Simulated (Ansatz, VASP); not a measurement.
## One calculation of W, two programs

```xyz
4
Lattice="3.1998 0.0000 0.0000 0.0000 3.1998 0.0000 0.0000 0.0000 25.7121" Properties=species:S:1:pos:R:3 pbc="T T T"
W     0.0000    0.0000   14.7422
W     1.5999    1.5999   16.1447
W     3.1998    0.0000   17.8090
W     1.5999    1.5999   19.1126
```

Alike in both runs: task single point; functional LDA; k mesh 10 × 10 × 1; occupations methfessel-paxton of order 1, width 0.1 eV; no spin polarisation.

```csv
,VASP,Ansatz
version,VASP 6.6.1,Ansatz 0.2.0
potentials or method,"VASP PAW LDA potentials, release 64 (W_sv)","scalar-relativistic, plane waves, PAW"
plane-wave cutoff (eV),520,420
valence electrons in the cell,56,56
```

```tsv
	VASP	Ansatz	Ansatz less VASP
gap on the k mesh at the Fermi level (eV)	none	none	-
rms of the force components (eV/Å)	0.567	0.603	+0.0359
```

Atom by atom the forces differ by 0.055 eV/Å (rms over components). A gap of «none» marks a metal or a gap that the smearing closes. Ansatz warned: «pseudo_functional_mismatch».

Spin-orbit coupling is left out, which matters for the levels of W.
